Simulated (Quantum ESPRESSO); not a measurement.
BP under changes of volume

One of the cells (11.682 Å³/atom); the others are scaled copies at fixed shape and fractional positions:

```
P B
1.0
     0.00000    2.26900    2.26900
     2.26900    0.00000    2.26900
     2.26900    2.26900    0.00000
P B
1 1
Direct
  0.75000 0.75000 0.75000
  0.00000 0.00000 0.00000
```

- Program: Quantum ESPRESSO 7.5
- Functional: r2SCAN
- Potentials or basis: SG15 PBE 1.2
- Cutoff: 952 eV
- Density cutoff: 3810 eV
- k mesh: 8 × 8 × 8
- Occupations: fermi-dirac, width 0.05 eV
- Spin: no spin polarisation

```csv
volume (Å³/atom),energy over the lowest point (meV/atom),pressure (GPa),gap on the mesh (eV)
10.981,?,?,?
11.214,8.98,6.8,1.39
11.448,1.86,3.0,1.42
11.682,0.00,-0.5,1.44
11.915,2.93,-3.6,1.46
12.149,10.21,-6.4,1.48
12.383,21.45,-9.0,1.50
```

**Question.** What does the run at 10.981 Å³/atom give?

**Answer.** Energy over the lowest point 21.89 meV/atom; pressure 10.9 GPa; gap on the mesh 1.37 eV.

Worked out: A Birch-Murnaghan fit of order 3 (a polynomial in V^(-2/3)) to the other rows has its minimum at 11.65 Å³/atom with B0 = V·E''(V) = 165 GPa and B' = 3.8. It gives 21.85 meV/atom at 10.981 Å³/atom, against the run's 21.89, and -dE/dV = 11.0 GPa, against 10.9. A straight line through the other rows of the gap, of slope 1.08 eV per unit of ln V, extrapolates to 1.37 eV, against the run's 1.37.

Energies are extrapolated to zero smearing.

Caveats: the potentials were made for another functional, which shifts forces and pressure.

A mesh can miss the band edges.
